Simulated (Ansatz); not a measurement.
Crystal: Pb.

```
Pb
1.0
     0.00000    2.47502    2.47502
     2.47502    0.00000    2.47502
     2.47502    2.47502    0.00000
Pb
1
Cartesian
  0.0000 0.0000 0.0000
```

```yaml
Program: Ansatz 0.2.0
Task: relaxation of cell and atoms
Functional: revPBE
Potentials_or_basis: Ansatz PAW
Cutoff: "420 eV (not typed: the program's choice for these potentials)"
k_mesh: 9 × 9 × 9
Occupations: fermi-dirac, width 0.05 eV
Spin: no spin polarisation
```

At the start: volume 30.32 Å³/atom.

Q: Where does the relaxation end?

A: It ends after 3 steps and the volume is 32.75 Å³/atom (+8.0 %); space group Fm-3m (No. 225, to 0.05 Å).

The path:
```tsv
step	energy change (eV)	largest force (eV/Å)	volume (Å³)
1	0.0000	0.0000	30.32
2	-0.0238	0.0000	32.75
3	-0.0241	0.0000	32.75
```

Final structure:
```xyz
1
Lattice="0.0000 2.5394 2.5394 2.5394 0.0000 2.5394 2.5394 2.5394 0.0000" Properties=species:S:1:pos:R:3 pbc="T T T"
Pb    0.0000    0.0000    0.0000
```

The cell as given is a measured one (30.32 Å³/atom); revPBE puts the equilibrium volume +8.0 % from it, thermal expansion not counted.

Caveat: the plane-wave basis is chosen anew once the cell has moved, so the energies of steps on either side of that aren't comparable; the PAW data sets come from PBE, with cores solved anew for the run's functional, which leaves a small shift of forces and pressure.
